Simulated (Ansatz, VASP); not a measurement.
# One calculation of AgCl, two programs

INCAR

```
SYSTEM = AgCl
ALGO = Fast
EDIFF = 1E-6
ENCUT = 520
GGA = PS
ISIF = 2
ISMEAR = 0
LASPH = .True.
LCHARG = .False.
LREAL = .False.
LWAVE = .False.
NBANDS = 16
NELM = 100
PREC = Accurate
SIGMA = 0.05
```

File KPOINTS:

```
k-points
0
Gamma
  8 8 8
  0 0 0
```

POSCAR

```
AgCl
1.0
    0.0000000000      2.7315527500      2.8563445000
    2.7315527500      0.0000000000      2.8563445000
    2.7315527500      2.7315527500      0.0000000000
Ag Cl
1 1
Direct
    0.5000000000      0.5000000000      0.5000000000
    0.0000000000      0.0000000000      0.0000000000
```

Input for Ansatz:

```yaml
crystal:
  lattice:
    - [0.0, 2.73155275, 2.8563445]
    - [2.73155275, 0.0, 2.8563445]
    - [2.73155275, 2.73155275, 0.0]
  atoms:
    - { symbol: Ag, position: [0.5, 0.5, 0.5] }
    - { symbol: Cl, position: [0.0, 0.0, 0.0] }
basis:
  ecutwfc: 420
kpoints:
  mp_grid: { grid: [8, 8, 8] }
hamiltonian:
  xc: pbesol
scf:
  occupations: { method: gaussian, width: 0.05 }
output:
  forces: true
  stress: true
  eigenvalues: true
```

Change from the starting cell: strain -0.015 along x and y, +0.030 along z, atoms carried along.

Alike in both runs: task single point; functional PBEsol; k mesh 8 × 8 × 8; occupations gaussian, width 0.05 eV; no spin polarisation.

```csv
,VASP,Ansatz
version,VASP 6.6.1,Ansatz 0.2.0
potentials or method,"VASP PAW PBE potentials, release 64 (Ag, Cl)","scalar-relativistic, plane waves, PAW"
plane-wave cutoff (eV),520,420
valence electrons in the cell,18,26
```

|  | VASP | Ansatz | Ansatz less VASP |
| --- | --- | --- | --- |
| gap on the k mesh at the Fermi level (eV) | 0.60 | 0.60 | +0.003 |
| least direct gap on the mesh (eV) | 2.99 | 2.99 | -0.002 |
| pressure (GPa) | -2.5 | -2.4 | +0.11 |
| largest component of the traceless stress (GPa) | 0.42 | 0.43 | +0.013 |

The functional is the same, so the differences come from potentials, cutoffs and numerics. The two sets of potentials don't hold the same shells in valence.

Caveats: the PAW data sets were made with another functional, which shifts forces and pressure a little (VASP). A k mesh can miss the band edges.
